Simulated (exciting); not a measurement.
A run of exciting (release sodium) is set up as follows.

File input.xml:

```xml
<input>
  <title>GaP</title>
  <structure speciespath="./" tshift="false">
    <crystal scale="1">
      <basevect>0.000000000000 5.149976121136 5.149976121136</basevect>
      <basevect>5.149976121136 0.000000000000 5.149976121136</basevect>
      <basevect>5.149976121136 5.149976121136 0.000000000000</basevect>
    </crystal>
    <species speciesfile="Ga.xml" rmt="2">
      <atom coord="0.000000000000 0.000000000000 0.000000000000"/>
    </species>
    <species speciesfile="P.xml" rmt="2">
      <atom coord="0.250000000000 0.250000000000 0.250000000000"/>
    </species>
  </structure>
  <groundstate do="fromscratch" ngridk="8 8 8" rgkmax="9" gmaxvr="14" lmaxapw="10" lmaxmat="10" lmaxvr="8" stype="Gaussian" swidth="0.00183747" nempty="10" ValenceRelativity="iora*" epsengy="1e-05" epspot="1e-05" maxscl="60" tforce="true" outputlevel="normal">
    <libxc exchange="XC_GGA_X_RPBE" correlation="XC_GGA_C_PBE"/>
  </groundstate>
</input>
```

Potentials or basis: all-electron LAPW+lo, shipped species files, valence relativity iora*.

Command:

```console
$ OMP_NUM_THREADS=1 exciting_smp
```

Question: Predict the band gap on the k mesh.

Answer: 1.74 eV, indirect (least direct gap 1.95 eV).

**Measured values to compare with.**

From “Stacking defects in GaP nanowires: Electronic structure and optical properties”, 2018, arxiv:1810.01194, for a bulk crystal of GaP at 10 K: band gap 2.34 eV (indirect).

A measured gap of GaP is 2.34 eV (indirect; 10 K; quoted in “Stacking defects in GaP nanowires: Electronic structure and optical properties”, 2018, arxiv:1810.01194); the calculated 1.74 eV misses it by -0.60 eV. Spin-orbit coupling on Ga is left out. The value is that of RPBE on a finite k mesh, which can miss the band edges, without temperature or zero-point motion. Semilocal functionals fall short of measured gaps as a rule.
